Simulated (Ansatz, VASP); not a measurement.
**Two plane-wave programs on HfN**

INCAR

```
SYSTEM = HfN
PREC = Accurate
ENCUT = 520
EDIFF = 1E-6
ISMEAR = 0
SIGMA = 0.1
LREAL = .False.
LASPH = .True.
NELM = 80
ALGO = Normal
ISIF = 2
LWAVE = .False.
LCHARG = .False.
GGA = PS
NBANDS = 14
```

File KPOINTS:

```
regular mesh
0
Gamma
  8 8 8
  0 0 0
```

The input POSCAR:

```
HfN
1.0
    0.0000000000      2.2560000000      2.2560000000
    2.2560000000      0.0000000000      2.2560000000
    2.2560000000      2.2560000000      0.0000000000
Hf N
1 1
Direct
    0.0000000000      0.0000000000      0.0000000000
    0.5000000000      0.5000000000      0.5000000000
```

Input for Ansatz:

```yaml
crystal:
  lattice:
    - [0.0, 2.256, 2.256]
    - [2.256, 0.0, 2.256]
    - [2.256, 2.256, 0.0]
  atoms:
    - { symbol: Hf, position: [0.0, 0.0, 0.0] }
    - { symbol: "N", position: [0.5, 0.5, 0.5] }
basis:
  ecutwfc: 420
kpoints:
  mp_grid: { grid: [8, 8, 8] }
hamiltonian:
  xc: pbesol
scf:
  occupations: { method: gaussian, width: 0.1 }
output:
  forces: true
  stress: true
  eigenvalues: true
```

Alike in both runs: task single point; functional PBEsol; k mesh 8 × 8 × 8; occupations gaussian, width 0.1 eV; no spin polarisation.

|  | VASP | Ansatz |
| --- | --- | --- |
| version | VASP 6.6.1 | Ansatz 0.2.0 |
| potentials or method | VASP PAW PBE potentials, release 64 (Hf_pv, N) | scalar-relativistic, plane waves, PAW |
| plane-wave cutoff (eV) | 520 | 420 |
| valence electrons in the cell | 15 | 31 |

```tsv
	VASP	Ansatz	Ansatz less VASP
gap on the k mesh at the Fermi level (eV)	none	none	-
pressure (GPa)	-3.9	-1.7	+2.19
```

A gap of «none» marks a metal or a gap that the smearing closes. The two sets of potentials don't hold the same shells in valence.

Caveats: the PAW data sets were made with another functional, which shifts forces and pressure a little (VASP). The runs have no spin-orbit coupling, so splittings on Hf are missing.
